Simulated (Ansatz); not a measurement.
Runs of Ansatz 0.2.0 on Sb. Symmetry: I4/mmm, No. 139, tetragonal system. Conventional cell: a = 3.153 Å, b = 3.153 Å, c = 5.424 Å, α = 90.00°, β = 90.00°, γ = 90.00°. Around Sb (site symmetry 4/mmm) lie 12 Sb at 3.15 to 3.51 Å. This isn't the form of Sb at room conditions, which is rhombohedral.

```tsv
task	level	spin	cell	k mesh	points for each segment of the path	gap on the mesh (eV)	pressure (GPa)	relaxed volume (Å³/atom)
relaxation of cell and atoms	PBEsol	off	relaxed	12 × 12 × 12	-	none	0.0	26.31
relaxation of cell and atoms	PBE	off	relaxed	12 × 12 × 12	-	none	0.0	27.60
band structure	PBE	SOC, no magnetisation	as given	9 × 9 × 9	14	none	(a)	-
band structure	LDA	off	as given	12 × 12 × 12	14	none	(b)	-
band structure	LDA	SOC, no magnetisation	as given	9 × 9 × 9	14	none	-2.1	-
```

Alike in all rows: potentials or basis Ansatz PAW; cutoff (eV) 420; smearing fermi-dirac 0.05 eV.

**Question.** Estimate the missing entries.

**Answer.** (a) 2.1; (b) -2.4.

Caveats: the PAW data sets come from PBE, with cores solved anew for the run's functional, which leaves a small shift of forces and pressure (some runs); the plane-wave basis is chosen anew once the cell has moved, so the energies of steps on either side of that aren't comparable (some runs); spin-orbit coupling is left out, which moves the levels of the heavy elements (some runs).

A k mesh can miss the band edges, and rows without SOC leave out spin-orbit coupling on Sb.

A gap of «none» marks a metal or a gap under the smearing width.
